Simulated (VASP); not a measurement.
# KCl (Fm-3m) in VASP: single point with PBE

Aim: the single point of KCl with PBE.

All numbers are computed with VASP 6.6.1; they aren't measurements. Logs are shortened: lines on timing, memory, paths and dates and some standing lists are left out, and cuts for length are marked.

## (1) The structure

It takes space group Fm-3m (No. 225, cubic). Conventional cell: a = 6.387 Å, b = 6.387 Å, c = 6.387 Å, α = 90.00°, β = 90.00°, γ = 90.00°. K (site symmetry m-3m) has 6 Cl at 3.19 Å as nearest neighbours. Cl (site symmetry m-3m) has 6 K at 3.19 Å as nearest neighbours.

## (2) Single point, PBE

File INCAR:

```
SYSTEM = KCl
ALGO = Normal
EDIFF = 1E-7
ENCUT = 450
GGA = PE
ICORELEVEL = 1
ISIF = 2
ISMEAR = 0
LASPH = .TRUE.
LCHARG = .FALSE.
LREAL = Auto
LWAVE = .FALSE.
NELM = 80
PREC = Normal
SIGMA = 0.01
```

File KPOINTS:

```
k-points
0
Monkhorst
  2 2 2
  0 0 0
```

File POSCAR:

```
KCl
1.0
   -6.3873020000     -6.3873020000      6.3873020000
    6.3873020000     -6.3873020000     -6.3873020000
    6.3873020000      6.3873020000      6.3873020000
K Cl
16 16
Direct
    0.2500000000      0.7500000000      0.0000000000
    0.0000000000      0.7500000000      0.2500000000
    0.5000000000      0.5000000000      0.0000000000
    0.2500000000      0.5000000000      0.2500000000
    0.0000000000      0.5000000000      0.5000000000
    0.7500000000      0.7500000000      0.5000000000
    0.5000000000      0.7500000000      0.7500000000
    0.0000000000      0.0000000000      0.0000000000
    0.7500000000      0.2500000000      0.0000000000
    0.5000000000      0.2500000000      0.2500000000
    0.2500000000      0.2500000000      0.5000000000
    0.0000000000      0.2500000000      0.7500000000
    0.7500000000      0.5000000000      0.7500000000
    0.7500000000      0.0000000000      0.2500000000
    0.5000000000      0.0000000000      0.5000000000
    0.2500000000      0.0000000000      0.7500000000
    0.2500000000      0.7500000000      0.5000000000
    0.0000000000      0.7500000000      0.7500000000
    0.5000000000      0.5000000000      0.5000000000
    0.2500000000      0.5000000000      0.7500000000
    0.0000000000      0.5000000000      0.0000000000
    0.7500000000      0.7500000000      0.0000000000
    0.5000000000      0.7500000000      0.2500000000
    0.0000000000      0.0000000000      0.5000000000
    0.7500000000      0.2500000000      0.5000000000
    0.5000000000      0.2500000000      0.7500000000
    0.2500000000      0.2500000000      0.0000000000
    0.0000000000      0.2500000000      0.2500000000
    0.7500000000      0.5000000000      0.2500000000
    0.7500000000      0.0000000000      0.7500000000
    0.5000000000      0.0000000000      0.0000000000
    0.2500000000      0.0000000000      0.2500000000
```

Potentials or basis: VASP PAW PBE potentials, release 64 (K_sv, Cl).

On the command line:

```console
> cat potpaw_PBE.64/K_sv/POTCAR potpaw_PBE.64/Cl/POTCAR > POTCAR
> mpirun -np 1 vasp_std > vasp.out
```

OUTCAR:

```text
SYSTEM = KCl
   EDIFF = 1E-7
   ENCUT = 450
   GGA = PE
   ISIF = 2
   ISMEAR = 0
   LASPH = .TRUE.
   LREAL = Auto
   NELM = 80
   PREC = Normal

 ion  position               nearest neighbor table
   1  0.250  0.750  0.000-  18 3.19  20 3.19  21 3.19  23 3.19  31 3.19  32 3.19
   2  0.000  0.750  0.250-  17 3.19  21 3.19  22 3.19  24 3.19  29 3.19  32 3.19
   3  0.500  0.500  0.000-  20 3.19  22 3.19  23 3.19  26 3.19  27 3.19  29 3.19
   4  0.250  0.500  0.250-  17 3.19  19 3.19  21 3.19  23 3.19  27 3.19  28 3.19
   5  0.000  0.500  0.500-  17 3.19  18 3.19  20 3.19  25 3.19  28 3.19  29 3.19
   6  0.750  0.750  0.500-  18 3.19  19 3.19  23 3.19  24 3.19  29 3.19  30 3.19
[... 24 lines left out ...]
  31  0.500  0.000  0.000-   1 3.19   7 3.19   9 3.19  10 3.19  14 3.19  16 3.19
  32  0.250  0.000  0.250-   1 3.19   2 3.19   8 3.19  10 3.19  11 3.19  15 3.19

  LATTYP: Found a body centered cubic cell.
 ALAT       =    12.7746040000

  Lattice vectors:

 A1 = (  -6.3873020000,  -6.3873020000,   6.3873020000)
 A2 = (   6.3873020000,  -6.3873020000,  -6.3873020000)
 A3 = (   6.3873020000,   6.3873020000,   6.3873020000)

Analysis of symmetry for initial positions (statically):
=====================================================================
 Subroutine PRICEL returns following result:

  LATTYP: Found a face centered cubic cell.
 ALAT       =     6.3873020000

  Lattice vectors:

 A1 = (   3.1936510000,   0.0000000000,  -3.1936510000)
 A2 = (   0.0000000000,   3.1936510000,  -3.1936510000)
 A3 = (   3.1936510000,   3.1936510000,   0.0000000000)

  16 primitive cells build up your supercell.

 Routine SETGRP: Setting up the symmetry group for a
 body centered cubic supercell.

 Subroutine GETGRP returns: Found 48 space group operations
 (whereof 48 operations were pure point group operations)
 out of a pool of 48 trial point group operations.

The static configuration has the point symmetry O_h .

Analysis of symmetry for dynamics (positions and initial velocities):
=====================================================================
 Subroutine PRICEL returns following result:

  LATTYP: Found a face centered cubic cell.
 ALAT       =     6.3873020000

  Lattice vectors:

 A1 = (   3.1936510000,   0.0000000000,  -3.1936510000)
 A2 = (   0.0000000000,   3.1936510000,  -3.1936510000)
 A3 = (   3.1936510000,   3.1936510000,   0.0000000000)

[... 106 lines left out ...]
     AMIX_MAG =   1.60;   BMIX_MAG =  1.00
  volume/ion in A,a.u.               =      32.57       219.82
  Fermi-wavevector in a.u.,A,eV,Ry     =   1.025221  1.937386 14.300778  1.051078
  Thomas-Fermi vector in A             =   2.159049
   LORBIT       =      0    0 simple, 1 ext, 2 COOP (PROOUT), +10 PAW based schemes
   GGA     = PE    functional components
   LHFCALC =     F    Hartree Fock is set to
   AEXX    =    0.0000 exact exchange contribution
   IVDW    =     0    specifies the selected vdW correction
   LEPSILON=     F    determine dielectric tensor
   LRPA    =     F    only Hartree local field effects (RPA)
 non-spin polarized calculation
 Gauss-broadening in eV      SIGMA  =   0.01
  energy-cutoff  :      450.00
  volume of cell :     1042.35
 maximum number of plane-waves:     22586
   NGX = 39   NGY = 39   NGZ = 39

 number of electron     255.9999876 magnetization

 Free energy of the ion-electron system (eV)
  ---------------------------------------------------
  ext. energy  EPLUGINS =         0.00000000
  ---------------------------------------------------
  free energy    TOTEN  =      -108.98315910 eV

  energy without entropy =     -108.98315910  energy(sigma->0) =     -108.98315910

 the core state eigenenergies are
   1-  1s  -3516.0346  2s   -347.3177  2p   -274.0279
   2-  1s  -3516.0346  2s   -347.3177  2p   -274.0279
   3-  1s  -3516.0346  2s   -347.3177  2p   -274.0279
   4-  1s  -3516.0346  2s   -347.3177  2p   -274.0279
   5-  1s  -3516.0346  2s   -347.3177  2p   -274.0279
   6-  1s  -3516.0346  2s   -347.3177  2p   -274.0279
[... 24 lines left out ...]
  31-  1s  -2743.4272  2s   -245.0859  2p   -183.9969
  32-  1s  -2743.4272  2s   -245.0859  2p   -183.9969

 E-fermi :  -1.9794     XC(G=0):  -7.3586

 val. band max:       -2.0526984963   @ k =  -0.2500   0.2500   0.2500
 cond. band min:       3.4743776391   @ k =  -0.2500   0.2500   0.2500
 fundamental gap:      5.5270761354
 Fermi energy:        -1.9793916539

 k-point     1 :       0.2500    0.2500    0.2500
  band No.  band energies     occupation
      1     -29.3187      2.00000
      2     -29.3187      2.00000
      3     -29.3187      2.00000
      4     -29.3187      2.00000
      5     -29.3133      2.00000
      6     -29.3133      2.00000
[... 132 lines left out ...]
    139       5.3461      0.00000
    140       5.3461      0.00000

 k-point     2 :      -0.2500    0.2500    0.2500
  band No.  band energies     occupation
      1     -29.3213      2.00000
      2     -29.3166      2.00000
      3     -29.3166      2.00000
      4     -29.3166      2.00000
      5     -29.3166      2.00000
      6     -29.3146      2.00000
[... 132 lines left out ...]
    139       5.4301      0.00000
    140       5.4301      0.00000
 [bands above 140 left out]

------------------------ aborting loop because EDIFF is reached ----------------------------------------

  FORCE on cell =-STRESS in cart. coord.  units (eV):
  Direction    XX          YY          ZZ          XY          YZ          ZX
  --------------------------------------------------------------------------------------
  -------------------------------------------------------------------------------------
  Total       -0.2167791     -0.2167791     -0.2167791     -0.0000000      0.0000000     -0.0000000
  in kB       -0.3332082     -0.3332082     -0.3332082     -0.0000000      0.0000000     -0.0000000
  external PRESSURE =      -0.3332082 kB  Pullay stress =       0.0000000 kB

 VOLUME and BASIS-vectors are now :
 -----------------------------------------------------------------------------
  energy-cutoff  :      450.00
  volume of cell :     1042.35
      direct lattice vectors                 reciprocal lattice vectors
    -6.387302000 -6.387302000  6.387302000     0.000000000 -0.078280313  0.078280313
     6.387302000 -6.387302000 -6.387302000     0.078280313 -0.078280313  0.000000000
     6.387302000  6.387302000  6.387302000     0.078280313  0.000000000  0.078280313

 POSITION                                       TOTAL-FORCE (eV/Angst)
 -----------------------------------------------------------------------------------
      3.19365     -6.38730     -3.19365         0.000000      0.000000     -0.000000
      6.38730     -3.19365     -3.19365        -0.000000      0.000000      0.000000
      0.00000     -6.38730      0.00000         0.000000      0.000000      0.000000
      3.19365     -3.19365      0.00000         0.000000     -0.000000      0.000000
      6.38730      0.00000      0.00000         0.000000      0.000000     -0.000000
      3.19365     -6.38730      3.19365        -0.000000      0.000000     -0.000000
[... 24 lines left out ...]
     -3.19365     -3.19365      3.19365        -0.000000     -0.000000      0.000000
      0.00000      0.00000      3.19365         0.000000     -0.000000     -0.000000
 -----------------------------------------------------------------------------------
    total drift:                               -0.000000     -0.000000     -0.000000

  FREE ENERGIE OF THE ION-ELECTRON SYSTEM (eV)
  ---------------------------------------------------
  free  energy   TOTEN  =      -108.9831591037 eV

  energy  without entropy=     -108.9831591037  energy(sigma->0) =     -108.98315910
```

OSZICAR:

```text
N       E                     dE             d eps       ncg     rms          rms(c)
DAV:   1     0.205749777184E+04    0.20575E+04   -0.10682E+05   612   0.132E+03
DAV:   2     0.871161589665E+02   -0.19704E+04   -0.19143E+04   790   0.367E+02
DAV:   3    -0.106426465619E+03   -0.19354E+03   -0.19299E+03   768   0.102E+02
DAV:   4    -0.113230348384E+03   -0.68039E+01   -0.67906E+01   856   0.214E+01
DAV:   5    -0.113849686773E+03   -0.61934E+00   -0.61922E+00  1040   0.404E+00    0.126E+01
DAV:   6    -0.108981537410E+03    0.48681E+01   -0.11141E+01   711   0.515E+00    0.102E+01
DAV:   7    -0.108722560763E+03    0.25898E+00   -0.29197E+00   791   0.272E+00    0.665E+00
DAV:   8    -0.108962137395E+03   -0.23958E+00   -0.50822E-01   735   0.171E+00    0.124E+00
DAV:   9    -0.108962932243E+03   -0.79485E-03   -0.87754E-02   816   0.493E-01    0.394E-01
DAV:  10    -0.108982375630E+03   -0.19443E-01   -0.25840E-02   679   0.355E-01    0.125E-01
DAV:  11    -0.108983023375E+03   -0.64775E-03   -0.32342E-03   952   0.907E-02    0.387E-02
DAV:  12    -0.108983155293E+03   -0.13192E-03   -0.29472E-04   847   0.408E-02    0.244E-02
DAV:  13    -0.108983156693E+03   -0.14001E-05   -0.19236E-05   864   0.862E-03    0.132E-02
DAV:  14    -0.108983157626E+03   -0.93358E-06   -0.12501E-05   640   0.836E-03    0.258E-03
DAV:  15    -0.108983158660E+03   -0.10341E-05   -0.59668E-07   608   0.138E-03    0.103E-03
DAV:  16    -0.108983159041E+03   -0.38077E-06   -0.38478E-08   456   0.527E-04    0.223E-04
DAV:  17    -0.108983159104E+03   -0.62457E-07   -0.38656E-08   408   0.488E-04
   1 F= -.10898316E+03 E0= -.10898316E+03  d E =-.388034E-25
```

It took 5.5 min on 1 thread of Intel Xeon Platinum 8259CL at 2.50GHz (Skylake/Cascade Lake), shared host; peak memory 0.59 GiB.

Results:

```
Free energy : -108.9832 eV
Pressure    : 0.0 GPa
```

Core levels (eV, on the scale of the bands):
```tsv
atom	levels
1 K	1s -3516.0, 2s -347.3, 2p -274.0
2 K	1s -3516.0, 2s -347.3, 2p -274.0
3 K	1s -3516.0, 2s -347.3, 2p -274.0
4 K	1s -3516.0, 2s -347.3, 2p -274.0
5 K	1s -3516.0, 2s -347.3, 2p -274.0
6 K	1s -3516.0, 2s -347.3, 2p -274.0
```
